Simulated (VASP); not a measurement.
C, 2 atoms in the cell. The structure is cubic, space group Fd-3m (No. 227). Conventional cell: a = 3.567 Å, b = 3.567 Å, c = 3.567 Å, α = 90.00°, β = 90.00°, γ = 90.00°. Around C (site symmetry -43m) lie 4 C at 1.54 Å. This isn't the form of C at room conditions, which is graphite.

```yaml
Program: VASP 6.6.1
Task: Born charges and dielectric tensor
Functional: LDA
Potentials_or_basis: VASP PAW LDA potentials, release 64 (C)
Cutoff: 600 eV
k_mesh: 12 × 12 × 12
Occupations: gaussian, width 0.02 eV
Spin: no spin polarisation
Further_INCAR_settings: ALGO = Normal; EDIFF = 1e-08; IBRION = 8; NSW = 1
```

Potentials or basis: VASP PAW LDA potentials, release 64 (C).

Launch:

```sh
$ cat potpaw_LDA.64/C/POTCAR > POTCAR
$ mpirun -np 1 vasp_std > vasp.out
```

Hardware: 1 thread of AMD EPYC 7R43 64-Core Processor (Zen 3), on a shared host.

Q: How long does it take, and how much memory?

A: Run time: 2.1 min on 1 thread of AMD EPYC 7R43 64-Core Processor (Zen 3), on a shared host, peak memory 0.15 GiB. Counts: scf iterations 102, k points 72.
